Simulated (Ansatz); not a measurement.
# W in Ansatz: the effect of Hubbard term

W:

```
W
1.0
    -1.58234    1.58234    1.58234
     1.58234   -1.58234    1.58234
     1.58234    1.58234   -1.58234
W
1
Cartesian
  0.0000 0.0000 0.0000
```

Alike in all runs:

| Quantity | Value |
| --- | --- |
| Program | Ansatz 0.2.0 |
| Task | single point |
| Functional | LDA |
| Potentials or basis | Ansatz PAW |
| Cutoff | 420 eV (not typed: the program's choice for these potentials) |
| k mesh | 12 × 12 × 12 |
| Occupations | fermi-dirac, width 0.05 eV |
| Spin | no spin polarisation |
| Hubbard projectors | ortho-atomic (the default) |
| Double counting | fll (the default) |

| Hubbard term | pressure (GPa) |
| --- | --- |
| none | -8.9 |
| W d U = 2 eV | -8.3 |
| W d U = 3 eV | ? |
| W d U = 4 eV | -6.8 |
| W d U = 5 eV | -5.4 |
| W d U = 6 eV | -3.5 |
| W d U = 8 eV | 3.7 |

**Question.** What does the run with Hubbard term W d U = 3 eV give?

**Answer.** Pressure -7.7 GPa.

Worked out: A parabola through the other rows of the pressure, of slope 0.948 GPa per eV there, gives -8.2 GPa, against the run's -7.7.

Caveats: the PAW data sets come from PBE, with cores solved anew for the run's functional, which leaves a small shift of forces and pressure; U without spin polarisation on a metal has little footing (some runs); the U is typed as a test and isn't derived for this compound (some runs).

Runs at the PBE level aren't shown here.
